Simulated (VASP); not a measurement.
# A VASP 6.6.1 single-point calculation on CdTe

INCAR

```
LASPH = .TRUE.
LCHARG = .FALSE.
LWAVE = .FALSE.
NSW = 0
ADDGRID = .TRUE.
IMIX = 1
IBRION = -1
AMIX = 0.2
NELM = 120
EDIFF = 1E-7
ISMEAR = 0
GGA = PS
SIGMA = 0.01
ALGO = All
LREAL = .FALSE.
ISIF = 2
ENCUT = 520
NBANDS = 16
PREC = Accurate
```

KPOINTS

```
KPOINTS created by Atomic Simulation Environment
0
Gamma
6 6 6
0 0 0
```

POSCAR

```
Cd Te
 1.0000000000000000
     0.0000000000000000    3.2799551176437878    3.2799551176437878
     3.2799551176437878    0.0000000000000000    3.2799551176437878
     3.2799551176437878    3.2799551176437878    0.0000000000000000
 Cd  Te
   1   1
Cartesian
  0.0000000000000000  0.0000000000000000  0.0000000000000000
  1.6399775588218934  1.6399775588218934  1.6399775588218934
```

The recommended PBE PAW datasets give the neutral cell 18 valence electrons.

Command

```
mpirun -np 1 vasp_std
```

**Question.** Predict the outcome of this run.

**Answer.** It converged. Results: gap between bands v and c on the k mesh 0.55 eV; least direct gap on the k mesh 0.55 eV; pressure -1.1 GPa. Band v is the last that the valence electrons fill when counted band by band, and c is the next.

OSZICAR

```
N       E                     dE             d eps       ncg     rms           ort
DAV:   1     0.985154316230E+02    0.98515E+02   -0.86883E+03   256   0.103E+03
DAV:   2    -0.220186025694E+01   -0.10072E+03   -0.95598E+02   256   0.235E+02
DAV:   3    -0.570345885929E+01   -0.35016E+01   -0.34964E+01   256   0.457E+01
DAV:   4    -0.573504522458E+01   -0.31586E-01   -0.31585E-01   256   0.377E+00
DAV:   5    -0.573511771096E+01   -0.72486E-04   -0.72486E-04   256   0.174E-01
SDA:   6    -0.511665224999E+01    0.61847E+00   -0.72486E-04   256   0.159E+01   0.000E+00
CGA:   7    -0.542106457032E+01   -0.30441E+00   -0.30452E+00   256   0.133E+00   0.501E-02
CGA:   8    -0.546824774727E+01   -0.47183E-01   -0.47241E-01   256   0.176E-01  -0.295E-03
CGA:   9    -0.547595818966E+01   -0.77104E-02   -0.76977E-02   256   0.231E-02   0.600E-04
CGA:  10    -0.547675904240E+01   -0.80085E-03   -0.80240E-03   256   0.392E-03  -0.149E-04
CGA:  11    -0.547686779580E+01   -0.10875E-03   -0.10849E-03   256   0.490E-04   0.864E-05
CGA:  12    -0.547688625835E+01   -0.18463E-04   -0.18414E-04   256   0.621E-05   0.413E-06
CGA:  13    -0.547688904980E+01   -0.27915E-05   -0.27154E-05   256   0.129E-05   0.444E-06
SDA:  14    -0.547688939483E+01   -0.34502E-06   -0.35629E-06   256   0.352E-06   0.499E-06
SDA:  15    -0.547688953937E+01   -0.14454E-06   -0.13295E-06   256   0.104E-06   0.116E-06
SDA:  16    -0.547688955197E+01   -0.12599E-07   -0.19961E-07   256   0.667E-07   0.769E-07
   1 F= -.54768896E+01 E0= -.54768896E+01  d E =-.199503E-32
```

For comparison, a separate PBEsol run of the intended cell, on usual settings and not on those above, gives a gap of 0.55 eV on its mesh and a pressure of -1.1 GPa.
